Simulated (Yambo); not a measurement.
# InP: G0W0 quasiparticle levels with PBEsol

**Measured values to compare with.**

From a printed reference work, data compilation, for a bulk crystal of InP at 1.6 K: band gap 1.4236 eV (direct).

The system is InP.

```
CELL_PARAMETERS angstrom
0.00000 2.93050 2.93050
2.93050 0.00000 2.93050
2.93050 2.93050 0.00000
ATOMIC_POSITIONS crystal
In 0.00000 0.00000 0.00000
P 0.75000 0.75000 0.75000
```

```json
{"Program": "Yambo 5.3.0", "Task": "G0W0 quasiparticle levels", "Functional": "PBEsol", "Potentials or basis": "PseudoDojo 0.4 SR PBEsol stringent", "Cutoff": "1116 eV", "Density cutoff": "4463 eV", "k mesh": "6 × 6 × 6", "Occupations": "fixed", "Spin": "no spin polarisation", "k mesh of the self-consistent run": "8 × 8 × 8", "Random integration of the Coulomb term": "yes", "Direction of the field or of q to 0": "x + y + z", "Broadening": "0.1 eV", "States corrected": "Γ and the k points of the band edges", "Frequency dependence of W": "plasmon pole", "Terminator of the band sum in the self-energy": "Bruneval-Gonze", "Quasiparticle equation": "linearised (Newton)", "Imaginary frequency of the plasmon-pole fit": "27.2114 eV", "Bands in the response": "113", "Bands in the self-energy": "113", "Cutoff of the response matrix": "15 Ry", "Cutoff of exchange and Vxc": "82 Ry", "Bands corrected (first, last)": "[13, 14]"}
```

```yaml
Band_gap_on_the_k_mesh_mean-field_level: 0.61 eV, direct
Quasiparticle_gap: 1.37 eV
Least_direct_quasiparticle_gap: 1.37 eV
Quasiparticle_gap_at_Γ: 1.37 eV
Band_gap_of_the_same_states_before_the_correction: 0.61 eV
```

Quasiparticle terms (eV):
```
              k point  band  Kohn-Sham level     Vxc      Σx     Σc     Z  result
(0.000, 0.000, 0.000)    13             0.00  -12.83  -14.53   0.73  0.78   -0.75
(0.000, 0.000, 0.000)    14             0.61  -11.75   -8.18  -3.57  0.79    0.62
```

Run time: 50 min on 1 thread of Intel(R) Xeon(R) Platinum 8488C (Sapphire Rapids) (shared host).

A measured gap of InP is 1.4236 eV (direct; 1.6 K; a printed reference work, data compilation); the calculated 1.37 eV misses it by -0.05 eV. Spin-orbit coupling on In is left out. The value is that of G0W0 on PBEsol, without temperature or zero-point motion.

Caveat: this version prints the column dSc/dw multiplied by 27.2; the terminator is approximate in this version, by hundredths of an eV; spin-orbit coupling is left out, which moves the levels of the heavy elements.
